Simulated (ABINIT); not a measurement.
The system is SnO2 (Cassiterite).

```
Sn O
1.0
     4.73800    0.00000    0.00000
     0.00000    4.73800    0.00000
     0.00000    0.00000    3.18650
Sn O
2 4
Direct
  0.50000 0.50000 0.50000
  0.00000 0.00000 0.00000
  0.80710 0.19290 0.50000
  0.69290 0.69290 0.00000
  0.19290 0.80710 0.50000
  0.30710 0.30710 0.00000
```

Base run:

```yaml
Program: ABINIT 10.8.3 (patched build)
Functional: LDA
Potentials_or_basis: PseudoDojo NC SR LDA v0.4.1 standard
Cutoff: 952 eV
k_mesh: 4 × 4 × 6
Occupations: fermi-dirac, width 0.05 eV
Spin: no spin polarisation
```

Its results: band gap on the k mesh 1.12 eV, direct; largest force 0.147 eV/Å.

The run is repeated on the same cell with these changes: potentials or basis from PseudoDojo NC SR LDA v0.4.1 standard to JTH PAW LDA v2.0 sp; cutoff from 952 eV to 517 eV; valence electrons from 52 to 32. What comes out?

Band gap on the k mesh 1.00 eV, direct; largest force 0.237 eV/Å.

Caveats: spin-orbit coupling is left out, which moves the levels of the heavy elements; this set keeps more shells in the core, which shifts pressures and gaps (some runs); the atomic spheres overlap (some runs).

